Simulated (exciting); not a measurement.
C: equation of state with LDA-vBH

**The experiment to reproduce.**

From “Equation of state of cubic boron nitride at high pressures and temperatures”, 2007, arxiv:cond-mat/0702656, for a bulk crystal of C: bulk modulus 442 ± 5 GPa.

The system is C.

```xyz
2
Lattice="0.0000 1.7834 1.7834 1.7834 0.0000 1.7834 1.7834 1.7834 0.0000" Properties=species:S:1:pos:R:3 pbc="T T T"
C     2.6751    2.6751    2.6751
C     1.7834    1.7834    1.7834
```

This isn't the form of C at room conditions, which is graphite.

```
Program                                  : exciting (release sodium)
Task                                     : equation of state
Functional                               : LDA-vBH
Potentials or basis                      : all-electron LAPW+lo, shipped species files, valence relativity iora*
rgkmax                                   : 7.5
k mesh                                   : 9 × 9 × 9
Occupations                              : methfessel-paxton, width 0.01 eV
Spin                                     : no spin polarisation
outputlevel                              : normal
gmaxvr (cutoff of density and potential) : 14 1/bohr
lmaxapw (and lmaxmat)                    : 10
lmaxvr                                   : 8
nempty                                   : 10
Valence relativity                       : iora*
Muffin-tin radii                         : C 1.4 bohr
```

The equilibrium volume is 5.49 Å³/atom, the bulk modulus is 473 GPa and the pressure derivative of the bulk modulus is 3.7.

Energy against volume, from the lowest point:
| volume (Å³/atom) | energy (meV/atom) |
| --- | --- |
| 5.332 | 6.70 |
| 5.445 | 0.00 |
| 5.558 | 0.52 |
| 5.672 | 7.52 |
| 5.785 | 20.52 |
| 5.899 | 38.88 |
| 6.012 | 62.10 |

A measured bulk modulus of C is 442 GPa (quoted in “Equation of state of cubic boron nitride at high pressures and temperatures”, 2007, arxiv:cond-mat/0702656); the calculated 473 GPa misses it by +6.9 %. 3 values of this kind are on record (442 to 444.8 GPa); this one was drawn at random among those near their median, those with a stated uncertainty first. The fit is for a static lattice scaled at fixed shape and fixed fractional positions. The cell as given is a measured one (5.67 Å³/atom); LDA-vBH puts the equilibrium volume -3.2 % from it, thermal expansion not counted.
